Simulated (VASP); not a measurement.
# Te2Mo (P6_3/mmc) in VASP: further runs

Runs on Te2Mo. Level: PBE+D3(BJ). Tasks: equation of state.

Program: VASP 6.6.1. These are calculated values, not measurements. Logs are shortened: lines on timing, memory, paths and dates and some standing lists are left out, and cuts for length are marked.

## Step 1: The structure

Symmetry: P6_3/mmc, No. 194, hexagonal system. Conventional cell: a = 3.495 Å, b = 3.495 Å, c = 13.722 Å, α = 90.00°, β = 90.00°, γ = 120.00°. Te (site symmetry 3m) is surrounded by 3 Mo at 2.72 Å. Mo (site symmetry -6m2) has 6 Te at 2.72 Å as nearest neighbours.

## Step 2: Equation of state, PBE+D3(BJ), 23.22 Å³/atom (a relaxed cell with its volume scaled by 0.96)

File INCAR:

```
SYSTEM = Te2Mo
PREC = Accurate ; ENCUT = 520
EDIFF = 1E-6 ; ISMEAR = 0
SIGMA = 0.02 ; LREAL = .FALSE.
LASPH = .TRUE. ; NELM = 60
ALGO = Normal ; ISIF = 2
LWAVE = .FALSE. ; LCHARG = .FALSE.
GGA = PE ; IVDW = 12
KPAR = 2
```

File KPOINTS:

```
Automatic mesh
0
G
  8 8 2
  0 0 0
```

File POSCAR:

```
Te2Mo                                   
1.0
    3.4476366035      0.0000000000     -0.0000000000
   -1.7238183017      2.9857408816      0.0000000000
    0.0000000000     -0.0000000000     13.5367065479
  Te              Mo            
     4     2
Direct
     0.6666666667000030    0.3333333332999970    0.3825131610529231
     0.3333333332999970    0.6666666667000030    0.8825131610529231
     0.6666666667000030    0.3333333332999970    0.1174868389470769
     0.3333333332999970    0.6666666667000030    0.6174868389470769
     0.6666666667000030    0.3333333332999970    0.7500000000000000
     0.3333333332999970    0.6666666667000030    0.2500000000000000
```

Potentials or basis: VASP PAW PBE potentials, release 64 (Te, Mo_sv).

On the command line:

```
cat potpaw_PBE.64/Te/POTCAR potpaw_PBE.64/Mo_sv/POTCAR > POTCAR
mpirun -np 2 vasp_std > vasp.out
```

OUTCAR:

```text
SYSTEM = Te2Mo
   PREC = Accurate
   ENCUT = 520
   EDIFF = 1E-6
   ISMEAR = 0
   LREAL = .FALSE.
   LASPH = .TRUE.
   NELM = 60
   ISIF = 2
   GGA = PE
   IVDW = 12
 IVDW          = 12

 ion  position               nearest neighbor table
   1  0.667  0.333  0.383-   6 2.68   6 2.68   6 2.68   3 3.59
   2  0.333  0.667  0.883-   5 2.68   5 2.68   5 2.68   4 3.59
   3  0.667  0.333  0.117-   6 2.68   6 2.68   6 2.68   1 3.59
   4  0.333  0.667  0.617-   5 2.68   5 2.68   5 2.68   2 3.59
   5  0.667  0.333  0.750-   2 2.68   4 2.68   2 2.68   4 2.68   2 2.68   4 2.68
   6  0.333  0.667  0.250-   1 2.68   3 2.68   1 2.68   3 2.68   1 2.68   3 2.68

  LATTYP: Found a hexagonal cell.
 ALAT       =     3.4476366035
 C/A-ratio  =     3.9263727895

  Lattice vectors:

 A1 = (   3.4476366035,   0.0000000000,   0.0000000000)
 A2 = (  -1.7238183017,   2.9857408816,   0.0000000000)
 A3 = (   0.0000000000,   0.0000000000,  13.5367065479)

Analysis of symmetry for initial positions (statically):
=====================================================================
 Subroutine PRICEL returns:
 Original cell was already a primitive cell.

 Routine SETGRP: Setting up the symmetry group for a
 hexagonal supercell.

 Subroutine GETGRP returns: Found 24 space group operations
 (whereof 12 operations were pure point group operations)
 out of a pool of 24 trial point group operations.

The static configuration has the point symmetry D_3d.
 The point group associated with its full space group is D_6h.

Analysis of symmetry for dynamics (positions and initial velocities):
=====================================================================
 Subroutine PRICEL returns:
 Original cell was already a primitive cell.

 Routine SETGRP: Setting up the symmetry group for a
 hexagonal supercell.

 Subroutine GETGRP returns: Found 24 space group operations
 (whereof 12 operations were pure point group operations)
 out of a pool of 24 trial point group operations.

The dynamic configuration has the point symmetry D_3d.
 The point group associated with its full space group is D_6h.

 Subroutine INISYM returns: Found 24 space group operations
 (whereof 12 operations are pure point group operations),
 and found     1 'primitive' translations

----------------------------------------------------------------------------------------

                                     Primitive cell

  volume of cell :     139.3435

  direct lattice vectors                    reciprocal lattice vectors
     3.447636603  0.000000000  0.000000000     0.290053772  0.167462623  0.000000000
    -1.723818302  2.985740882  0.000000000     0.000000000  0.334925246  0.000000000
     0.000000000  0.000000000 13.536706548     0.000000000  0.000000000  0.073873213

  length of vectors
     3.447636603  3.447636603 13.536706548     0.334925246  0.334925246  0.073873213

  position of ions in fractional coordinates (direct lattice)
     0.666666667  0.333333333  0.382513161
     0.333333333  0.666666667  0.882513161
     0.666666667  0.333333333  0.117486839
     0.333333333  0.666666667  0.617486839
     0.666666667  0.333333333  0.750000000
     0.333333333  0.666666667  0.250000000

  ion indices of the primitive-cell ions
   primitive index   ion index
                 1           1
                 2           2
                 3           3
                 4           4
                 5           5
                 6           6

----------------------------------------------------------------------------------------

 KPOINTS: Automatic mesh

Automatic generation of k-mesh.
 Grid dimensions read from file:
 generate k-points for:    8    8    2

 Generating k-lattice:

  Cartesian coordinates                     Fractional coordinates (reciprocal lattice)
     0.036256721  0.020932828  0.000000000     0.125000000  0.000000000  0.000000000
     0.000000000  0.041865656  0.000000000     0.000000000  0.125000000  0.000000000
     0.000000000  0.000000000  0.036936606     0.000000000  0.000000000  0.500000000

  Length of vectors
     0.041865656  0.041865656  0.036936606

  Shift w.r.t. Gamma in fractional coordinates (k-lattice)
     0.000000000  0.000000000  0.000000000

 Subroutine IBZKPT returns following result:
 ===========================================

 Found     20 irreducible k-points:

 Following reciprocal coordinates:
            Coordinates               Weight
  0.000000  0.000000  0.000000      1.000000
  0.125000  0.000000  0.000000      6.000000
  0.250000  0.000000  0.000000      6.000000
  0.375000 -0.000000  0.000000      6.000000
  0.500000  0.000000  0.000000      3.000000
  0.125000  0.125000  0.000000      6.000000
[... 12 lines left out ...]
  0.250000  0.250000  0.500000      6.000000
  0.375000  0.250000  0.500000      6.000000
   k-points           NKPTS =     20   k-points in BZ     NKDIM =     20   number of bands    NBANDS=     31
   number of dos      NEDOS =    301   number of ions     NIONS =      6
   total plane-waves  NPLWV =  84672
   dimension x,y,z NGX =    28 NGY =   28 NGZ =  108
   dimension x,y,z NGXF=    56 NGYF=   56 NGZF=  216
   ions per type =               4   2
   NGX,Y,Z   is equivalent  to a cutoff of  13.50, 13.50, 13.26 a.u.
   NGXF,Y,Z  is equivalent  to a cutoff of  27.00, 27.00, 26.53 a.u.
 SYSTEM =  Te2Mo
   PREC   = accura    normal or accurate (medium, high low for compatibility)
   ISTART =      0    job   : 0-new  1-cont  2-samecut
   ICHARG =      2    charge: 1-file 2-atom 10-const
   ISPIN  =      1    spin polarized calculation?
   LNONCOLLINEAR =      F non collinear calculations
   LSORBIT =      F    spin-orbit coupling
   LASPH  =      T    aspherical Exc in radial PAW
   ENCUT  =  520.0 eV  38.22 Ry    6.18 a.u.   6.41  6.41 25.17*2*pi/ulx,y,z
   NELM   =     60;   NELMIN=  2; NELMDL= -5     # of ELM steps
   EDIFF  = 0.1E-05   stopping-criterion for ELM
   LREAL  =      F    real-space projection
[... 7 lines left out ...]
   TEBEG  =    0.0;   TEEND  =   0.0 temperature during run
   PSTRESS=    0.0 pullay stress
   NELECT =      52.0000    total number of electrons
   NUPDOWN=      -1.0000    fix difference up-down
   EMIN   =  10.00;   EMAX   =-10.00  energy-range for DOS
   EFERMI =   0.00;   METHOD = LEGACY
   ISMEAR =     0;   SIGMA  =   0.02  broadening in eV -4-tet -1-fermi 0-gaus
   EFERMI_NEDOS =   21; number of points for ismear=-14 and -15
   IALGO  =     38    algorithm
   IMIX   =      4    mixing-type and parameters
     AMIX     =   0.40;   BMIX     =  1.00
     AMIX_MAG =   1.60;   BMIX_MAG =  1.00
  volume/ion in A,a.u.               =      23.22       156.72
  Fermi-wavevector in a.u.,A,eV,Ry     =   1.178638  2.227303 18.901041  1.389187
  Thomas-Fermi vector in A             =   2.314963
   LORBIT       =      0    0 simple, 1 ext, 2 COOP (PROOUT), +10 PAW based schemes
   GGA     = PE    functional components
   LHFCALC =     F    Hartree Fock is set to
   AEXX    =    0.0000 exact exchange contribution
   IVDW    =    12    specifies the selected vdW correction
   LEPSILON=     F    determine dielectric tensor
   LRPA    =     F    only Hartree local field effects (RPA)
 non-spin polarized calculation
 Gauss-broadening in eV      SIGMA  =   0.02
  energy-cutoff  :      520.00
  volume of cell :      139.34
 maximum number of plane-waves:      3792
 NGX is ok and might be reduce to    28
   NGX = 13   NGY = 13   NGZ = 51

 number of electron      52.0000003 magnetization

 Free energy of the ion-electron system (eV)
  ---------------------------------------------------
  ext. energy  EPLUGINS =         0.00000000
  ---------------------------------------------------
  free energy    TOTEN  =       -35.68533467 eV

  energy without entropy =      -35.68533467  energy(sigma->0) =      -35.68533467

 E-fermi :   9.3663     XC(G=0): -10.8329

 val. band max:        9.2010728030   @ k =   0.0000   0.0000   0.0000
 cond. band min:       9.8826729491   @ k =   0.2500   0.1250   0.0000
 fundamental gap:      0.6816001461
 Fermi energy:         9.3662903657

 k-point     1 :       0.0000    0.0000    0.0000
  band No.  band energies     occupation
      1     -51.6247      2.00000
      2     -51.6247      2.00000
      3     -25.8391      2.00000
      4     -25.8391      2.00000
      5     -25.6660      2.00000
      6     -25.6660      2.00000
[... 23 lines left out ...]
     30      12.4215      0.00000
     31      12.4604      0.00000

 k-point     2 :       0.1250    0.0000    0.0000
  band No.  band energies     occupation
      1     -51.6228      2.00000
      2     -51.6228      2.00000
      3     -25.8335      2.00000
      4     -25.8335      2.00000
      5     -25.6905      2.00000
      6     -25.6905      2.00000
[... 23 lines left out ...]
     30      11.7146      0.00000
     31      11.9224      0.00000

 k-point     3 :       0.2500    0.0000    0.0000
  band No.  band energies     occupation
      1     -51.6181      2.00000
      2     -51.6181      2.00000
      3     -25.8201      2.00000
      4     -25.8201      2.00000
      5     -25.7492      2.00000
      6     -25.7492      2.00000
[... 23 lines left out ...]
     30      11.2112      0.00000
     31      11.5239      0.00000

 k-point     4 :       0.3750   -0.0000    0.0000
  band No.  band energies     occupation
      1     -51.6134      2.00000
      2     -51.6133      2.00000
      3     -25.8072      2.00000
      4     -25.8072      2.00000
      5     -25.8067      2.00000
      6     -25.8067      2.00000
[... 499 lines left out ...]
     30      10.8817      0.00000
     31      11.7677      0.00000

 k-point    19 :       0.2500    0.2500    0.5000
  band No.  band energies     occupation
      1     -51.6114      2.00000
      2     -51.6114      2.00000
      3     -25.8011      2.00000
      4     -25.8011      2.00000
      5     -25.8007      2.00000
      6     -25.8007      2.00000
[... 23 lines left out ...]
     30      10.8507      0.00000
     31      11.2548      0.00000

 k-point    20 :       0.3750    0.2500    0.5000
  band No.  band energies     occupation
      1     -51.6100      2.00000
      2     -51.6100      2.00000
      3     -25.8029      2.00000
      4     -25.8029      2.00000
      5     -25.7972      2.00000
      6     -25.7972      2.00000
[... 23 lines left out ...]
     30      10.8238      0.00000
     31      11.4857      0.00000

------------------------ aborting loop because EDIFF is reached ----------------------------------------

 Edisp (eV)   -3.46106

 E8    (eV) :    -1.5940

  FORCE on cell =-STRESS in cart. coord.  units (eV):
  Direction    XX          YY          ZZ          XY          YZ          ZX
  --------------------------------------------------------------------------------------
  -------------------------------------------------------------------------------------
  Total       3.77196     3.77196     4.75757     0.00000     0.00000    -0.00000
  in kB      43.37014    43.37014    54.70280     0.00000     0.00000    -0.00000
  external pressure =       47.15 kB  Pullay stress =        0.00 kB

 VOLUME and BASIS-vectors are now :
 -----------------------------------------------------------------------------
  energy-cutoff  :      520.00
  volume of cell :      139.34
      direct lattice vectors                 reciprocal lattice vectors
     3.447636603  0.000000000  0.000000000     0.290053772  0.167462623  0.000000000
    -1.723818302  2.985740882  0.000000000     0.000000000  0.334925246  0.000000000
     0.000000000  0.000000000 13.536706548     0.000000000  0.000000000  0.073873213

 POSITION                                       TOTAL-FORCE (eV/Angst)
 -----------------------------------------------------------------------------------
      1.72382      0.99525      5.17797        -0.000000     -0.000000      0.595732
     -0.00000      1.99049     11.94632        -0.000000     -0.000000      0.595732
      1.72382      0.99525      1.59038        -0.000000     -0.000000     -0.595732
     -0.00000      1.99049      8.35874        -0.000000     -0.000000     -0.595732
      1.72382      0.99525     10.15253        -0.000000      0.000000     -0.000000
     -0.00000      1.99049      3.38418         0.000000     -0.000000     -0.000000
 -----------------------------------------------------------------------------------
    total drift:                                0.000000     -0.000000      0.000000

  FREE ENERGIE OF THE ION-ELECTRON SYSTEM (eV)
  ---------------------------------------------------
  free  energy   TOTEN  =       -39.1463977400 eV

  energy  without entropy=      -39.1463977400  energy(sigma->0) =      -39.14639774
```

It took 62 s on 2 MPI ranks of Intel Xeon Platinum 8488C (Sapphire Rapids), shared host; peak memory 0.3 GiB.

Results:

```
Free energy                : -39.1464 eV
Pressure                   : 4.7 GPa
Largest force              : 0.596 eV/Å
Band gap on the k mesh     : 0.68 eV, indirect (least direct gap 1.29 eV)
Dispersion energy per atom : -0.577 eV
```

Caveat: spin-orbit coupling is left out, which moves the levels of the heavy elements.

## Step 3: Equation of state, PBE+D3(BJ), 23.71 Å³/atom (a relaxed cell with its volume scaled by 0.98)

INCAR is that of step 2.

KPOINTS is that of step 2.

POSCAR, as its differences from that of step 2:

```diff
@@ -2,5 +2,5 @@
 1.0
-    3.4476366035      0.0000000000     -0.0000000000
-   -1.7238183017      2.9857408816      0.0000000000
-    0.0000000000     -0.0000000000     13.5367065479
+    3.4714141590      0.0000000000     -0.0000000000
+   -1.7357070795      3.0063328488      0.0000000000
+    0.0000000000     -0.0000000000     13.6300660949
   Te              Mo
```

Potentials or basis: VASP PAW PBE potentials, release 64 (Te, Mo_sv).

On the command line:

```
cat potpaw_PBE.64/Te/POTCAR potpaw_PBE.64/Mo_sv/POTCAR > POTCAR
mpirun -np 2 vasp_std > vasp.out
```

Run time: 73 s. Hardware: 2 MPI ranks of Intel Xeon Platinum 8488C (Sapphire Rapids), shared host; peak memory 0.3 GiB.

The run converged. Its results:

```yaml
Free_energy: -39.2093 eV
Pressure: 2.2 GPa
Largest_force: 0.292 eV/Å
Band_gap_on_the_k_mesh: 0.69 eV, indirect (least direct gap 1.26 eV)
Dispersion_energy_per_atom: -0.565 eV
```

Caveat: spin-orbit coupling is left out, which moves the levels of the heavy elements.

## Step 4: Equation of state, PBE+D3(BJ), 24.19 Å³/atom

INCAR is that of step 3.

KPOINTS is that of step 3.

POSCAR, as its differences from that of step 3:

```diff
@@ -2,5 +2,5 @@
 1.0
-    3.4714141590      0.0000000000     -0.0000000000
-   -1.7357070795      3.0063328488      0.0000000000
-    0.0000000000     -0.0000000000     13.6300660949
+    3.4948703716      0.0000000000     -0.0000000000
+   -1.7474351858      3.0266465247      0.0000000000
+    0.0000000000     -0.0000000000     13.7221639298
   Te              Mo
```

On the command line:

```
cat potpaw_PBE.64/Te/POTCAR potpaw_PBE.64/Mo_sv/POTCAR > POTCAR
mpirun -np 2 vasp_std > vasp.out
```

Wall time 81 s (2 MPI ranks of Intel Xeon Platinum 8488C (Sapphire Rapids), shared host); peak memory 0.3 GiB.

The run converged. Its results:

```yaml
Free_energy: -39.2296 eV
Pressure: 0.0 GPa
Largest_force: 0.011 eV/Å
Band_gap_on_the_k_mesh: 0.70 eV, indirect (least direct gap 1.22 eV)
Dispersion_energy_per_atom: -0.554 eV
```

Caveat: spin-orbit coupling is left out, which moves the levels of the heavy elements.

## Step 5: Equation of state, PBE+D3(BJ), 24.68 Å³/atom (a relaxed cell with its volume scaled by 1.02)

INCAR is that of step 4.

KPOINTS is that of step 4.

POSCAR, as its differences from that of step 4:

```diff
@@ -2,5 +2,5 @@
 1.0
-    3.4948703716      0.0000000000     -0.0000000000
-   -1.7474351858      3.0266465247      0.0000000000
-    0.0000000000     -0.0000000000     13.7221639298
+    3.5180158830      0.0000000000     -0.0000000000
+   -1.7590079415      3.0466911256      0.0000000000
+    0.0000000000     -0.0000000000     13.8130418361
   Te              Mo
```

On the command line:

```
cat potpaw_PBE.64/Te/POTCAR potpaw_PBE.64/Mo_sv/POTCAR > POTCAR
mpirun -np 2 vasp_std > vasp.out
```

It took 64 s on 2 MPI ranks of Intel Xeon Platinum 8488C (Sapphire Rapids), shared host; peak memory 0.3 GiB.

The run converged. Its results:

```
Free energy                : -39.2118 eV
Pressure                   : -2.0 GPa
Largest force              : 0.248 eV/Å
Band gap on the k mesh     : 0.71 eV, indirect (least direct gap 1.19 eV)
Dispersion energy per atom : -0.543 eV
```

Caveat: spin-orbit coupling is left out, which moves the levels of the heavy elements.

## Step 6: Equation of state, PBE+D3(BJ), 25.16 Å³/atom (a relaxed cell with its volume scaled by 1.04)

INCAR is that of step 5.

KPOINTS is that of step 5.

POSCAR, as its differences from that of step 5:

```diff
@@ -2,5 +2,5 @@
 1.0
-    3.5180158830      0.0000000000     -0.0000000000
-   -1.7590079415      3.0466911256      0.0000000000
-    0.0000000000     -0.0000000000     13.8130418361
+    3.5408607821      0.0000000000     -0.0000000000
+   -1.7704303911      3.0664753886      0.0000000000
+    0.0000000000     -0.0000000000     13.9027394263
   Te              Mo
```

Potentials or basis: VASP PAW PBE potentials, release 64 (Te, Mo_sv).

On the command line:

```
cat potpaw_PBE.64/Te/POTCAR potpaw_PBE.64/Mo_sv/POTCAR > POTCAR
mpirun -np 2 vasp_std > vasp.out
```

It took 65 s on 2 MPI ranks of Intel Xeon Platinum 8488C (Sapphire Rapids), shared host; peak memory 0.31 GiB.

Results (log left out):

```
Free energy                : -39.1597 eV
Pressure                   : -3.8 GPa
Largest force              : 0.486 eV/Å
Band gap on the k mesh     : 0.72 eV, indirect (least direct gap 1.16 eV)
Dispersion energy per atom : -0.532 eV
```

Caveat: spin-orbit coupling is left out, which moves the levels of the heavy elements.

## Step 7: Equation of state, PBE+D3(BJ)

Potentials or basis: VASP PAW PBE potentials, release 64 (Te, Mo_sv).

This step only gathers the single runs of the series.

What came out:

* Equilibrium volume: 24.20 Å³/atom
* Bulk modulus at fixed shape and positions: 105 GPa
* Pressure derivative of the bulk modulus: 4.5 (rough: it moves with the points fitted)

Energy against volume, from the lowest point:
| volume (Å³/atom) | energy (meV/atom) |
| --- | --- |
| 23.224 | 13.87 |
| 23.708 | 3.38 |
| 24.192 | 0.00 |
| 24.675 | 2.98 |
| 25.159 | 11.65 |

Caveat: the cell was scaled at fixed shape and fractional positions, which overstates the stiffness of a crystal with free parameters, most of all of layers and chains.
